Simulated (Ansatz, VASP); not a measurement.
This is a calculation of Te2Pt (Moncheite) for VASP 6.6.1.

The input INCAR:

```
ALGO = Normal ; EDIFF = 1E-7
ENCUT = 520 ; GGA = PS
ISIF = 2 ; ISMEAR = -1
LASPH = T ; LCHARG = F
LREAL = F ; LWAVE = F
NBANDS = 18 ; NELM = 60
PREC = Accurate ; SIGMA = 0.05
```

The input KPOINTS:

```
k-points
0
Gamma
  8 8 5
```

POSCAR

```
Te2Pt
1.0
    4.0365570653      0.0000000000      0.0000000000
   -2.0182785327      3.4957609624      0.0000000000
    0.0000000000      0.0000000000      5.2354447124
Pt Te
1 2
Direct
    0.0000000000      0.0000000000      0.0000000000
    0.6666666667      0.3333333333      0.7500000000
    0.3333333333      0.6666666667      0.2500000000
```

Potentials or basis: VASP PAW PBE potentials, release 64 (Pt, Te).

Run with:

```console
$ cat potpaw_PBE.64/Pt/POTCAR potpaw_PBE.64/Te/POTCAR > POTCAR
$ mpirun -np 1 vasp_std > vasp.out
```

**Question.** Translate it to Ansatz 0.2.0. Potentials there: Ansatz PAW.

**Answer.** As run (the cutoff follows the program's own potentials):

Contents of input.yaml:

```yaml
crystal:
  lattice:
    - [4.0365570653, 0.0, 0.0]
    - [-2.0182785327, 3.4957609624, 0.0]
    - [0.0, 0.0, 5.2354447124]
  atoms:
    - { symbol: Pt, position: [0.0, 0.0, 0.0] }
    - { symbol: Te, position: [0.6666666667, 0.3333333333, 0.75] }
    - { symbol: Te, position: [0.3333333333, 0.6666666667, 0.25] }
hamiltonian:
  xc: pbesol
  pseudopotentials: { kind: paw }
kpoints:
  mp_grid: { grid: [8, 8, 5] }
scf:
  occupations: { method: fermi_dirac, width: 0.05 }
output:
  forces: true
  stress: true
  eigenvalues: true
```

Potentials or basis: Ansatz PAW.

Launch:

```console
$ ansatz run input.yaml --threads 2 --pin off --max-ram 5632MiB --backend cpu --events-out ev --progress --plain --runs-dir out
```

Both were run:

|  | VASP | Ansatz | Ansatz less VASP |
| --- | --- | --- | --- |
| gap on the k mesh at the Fermi level (eV) | none | none | - |
| pressure (GPa) | 1.6 | 1.7 | +0.08 |
| largest component of the traceless stress (GPa) | 0.21 | 0.22 | +0.016 |
| rms of the force components (eV/Å) | 0.242 | 0.239 | -0.0029 |

Atom by atom the forces differ by 0.003 eV/Å (rms over components). A gap of «none» marks a metal or a gap that the smearing closes. The functional is the same, so the differences come from potentials, cutoffs and numerics. The two sets of potentials don't hold the same shells in valence.

Caveats: the PAW data sets were made with another functional, which shifts forces and pressure a little (VASP); the PAW data sets come from PBE, with cores solved anew for the run's functional, which leaves a small shift of forces and pressure (Ansatz). The runs have no spin-orbit coupling, so splittings on Pt, Te are missing.
